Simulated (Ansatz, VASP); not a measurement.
One calculation of Pd, two programs

```xyz
1
Lattice="0.0000 1.8988 1.8988 1.8988 0.0000 1.8988 1.8988 1.8988 0.0000" Properties=species:S:1:pos:R:3 pbc="T T T"
Pd    0.0000    0.0000    0.0000
```

Alike in both runs: functional PBEsol; k mesh 24 × 24 × 24; occupations fermi-dirac, width 0.1 eV; no spin polarisation.

Ansatz relaxed the structure, and its values are those at the end. VASP's run is a single point on that final structure, the one shown.

|  | VASP | Ansatz |
| --- | --- | --- |
| version | VASP 6.6.1 | Ansatz 0.2.0 |
| potentials or method | VASP PAW PBE potentials, release 64 (Pd) | PAW with Ansatz's default frozen-core files, scalar-relativistic |
| plane-wave cutoff (eV) | 520 | 420 |
| valence electrons in the cell | 10 | 18 |

|  | VASP | Ansatz | Ansatz less VASP |
| --- | --- | --- | --- |
| pressure (GPa) | 14.6 | 15.0 | +0.43 |

The two sets of potentials don't hold the same shells in valence.

Caveats: the PAW data sets were made with another functional, which shifts forces and pressure a little (VASP).
